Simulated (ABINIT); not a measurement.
Here is an ABINIT 10.8.3 (patched build) calculation.

The input run.abi:

```
# Pseudopotentials
pp_dirpath "./"
pseudos "Zr.GGA_PBE-JTH.xml, N.GGA_PBE-JTH.xml"

# Structure
acell 3*1.0 Angstrom
rprim
     0.0000000000     2.3000000000     2.3000000000
     2.3000000000     0.0000000000     2.3000000000
     2.3000000000     2.3000000000     0.0000000000
ntypat 2
znucl 40 7
natom 2
typat 1 2
xred
     0.5000000000     0.5000000000     0.5000000000
     0.0000000000     0.0000000000     0.0000000000

# Plane-wave basis
ecut 26.0
pawecutdg 48.0

# k points
kptopt 1
ngkpt 10 10 10
nshiftk 1
shiftk 0.0 0.0 0.0

# Exchange and correlation
ixc 11

# Bands and occupations
nband 13
occopt 3
tsmear 0.05 eV

# SCF cycle
nstep 100
tolvrs 1.0e-9

# Output
iomode 3
prtwf 0
prtden 0
prteig 0
prtebands 0
enunit 2
```

Potentials or basis: JTH PAW PBE v2.0.

The run is started by

```bash
$ abinit run.abi > log 2>&1
```

Question: Predict the band gap on the k mesh.

Answer: None (metal or under the smearing width).

Question: Predict the pressure.

Answer: -1.1 GPa.
